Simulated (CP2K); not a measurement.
Sc:

```
Sc
1.0
     3.19612    0.00000    0.00000
     1.59806    2.76792    0.00000
     1.59806    0.92264    2.60962
Sc
1
Direct
  0.00000 0.00000 0.00000
```

This isn't the form of Sc at room conditions, which is hcp.

Base run:

```yaml
Program: CP2K 2026.2
Functional: PBE
Potentials_or_basis: POTENTIAL_UZH Sc GTH-PBE-q11; TZVP-MOLOPT-PBE-GTH basis
Density_cutoff: 6123 eV
k_mesh: 10 × 10 × 10
Occupations: fermi-dirac, width 0.05 eV
Spin: no spin polarisation
```

Its results: band gap on the k mesh none (metal or under the smearing width); pressure 3.7 GPa.

The run is repeated on the same cell with these changes: functional from PBE to RPBE; occupations from fermi-dirac, width 0.05 eV to gaussian, width 0.1 eV. What comes out?

Band gap on the k mesh none (metal or under the smearing width); pressure 5.8 GPa.

Caveats: the basis of atomic orbitals isn't converged, which shifts pressures, moduli and gaps; the potentials were made for another functional, which shifts forces and pressure (some runs).
